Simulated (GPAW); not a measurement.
Runs of GPAW 26.7.0 on WC (Qusongite). The structure is hexagonal, space group P-6m2 (No. 187). Conventional cell: a = 2.907 Å, b = 2.907 Å, c = 2.837 Å, α = 90.00°, β = 90.00°, γ = 120.00°. W (site symmetry -6m2) has 6 C at 2.20 Å as nearest neighbours. C (site symmetry -6m2) has 6 W at 2.20 Å as nearest neighbours. 

```csv
task,level,potentials or basis,spin,cell,eigensolver,optimizer,fmax,max steps,target pressure,gap on the mesh (eV),pressure (GPa),V0 of scaled cells (Å³/atom),relaxed volume (Å³/atom),B0 (GPa)
relaxation of cell and atoms,revTPSS+D3,"GPAW PAW data sets (gpaw-data 1.2.1), pw",off,relaxed to 5 GPa,davidson,FIRE,0.02 eV/Å,40,5 GPa,none,5.0,-,-,-
equation of state,PBE,"PAW data sets generated in the run's folder for this functional, pw",off,as given,-,-,-,-,-,-,-,10.53,-,389
band structure,LDA,"JTH PAW 2.0, LDA, pw",off,as given,-,-,-,-,-,-,-9.6,-,-,-
band structure,PBE,"GPAW PAW data sets (gpaw-data 1.2.1), pw","SOC, no magnetisation",as given,-,-,-,-,-,-,5.7,-,-,-
equation of state,optPBE-vdW,"GPAW PAW data sets (gpaw-data 1.2.1), pw",off,as given,-,-,-,-,-,-,-,(a),-,370
band structure,LDA,"the program's PAW data sets (release 1.2.1) made for this functional, pw","SOC, no magnetisation",as given,-,-,-,-,-,-,-11.2,-,-,-
relaxation of cell and atoms,TASK,"GPAW PAW data sets (gpaw-data 1.2.1), pw",off,relaxed,-,BFGS,0.02 eV/Å,40,-,none,0.0,-,(b),-
relaxation of cell and atoms,PBEsol+D4,"PAW data sets generated in the run's folder for this functional, pw",off,relaxed,-,BFGS,0.02 eV/Å,40,-,none,0.0,-,10.18,-
```

Alike in all rows: k mesh 7 × 7 × 7; cutoff (eV) 800; smearing fermi-dirac 0.05 eV.

Q: Estimate the missing entries.

A: (a) 10.72; (b) 10.56.

Caveats: later steps reuse the first step's grids (some runs); the PAW data sets were made with another functional, which shifts forces and pressure a little (some runs); pairwise dispersion overbinds metals, which lowers pressure and volume (some runs); the cell was scaled at fixed shape and fractional positions, which overstates the stiffness of a crystal with free parameters, most of all of layers and chains (some runs); spin-orbit coupling was added after a scalar SCF, so levels and gaps hold it while energy, forces, pressure and moments don't (some runs); this program's spin-orbit splittings come out too wide for heavy elements (some runs); the program truncates these outside data sets (some runs).

A k mesh can miss the band edges, and rows without SOC leave out spin-orbit coupling on W.

A gap of «none» marks a metal or a gap under the smearing width.
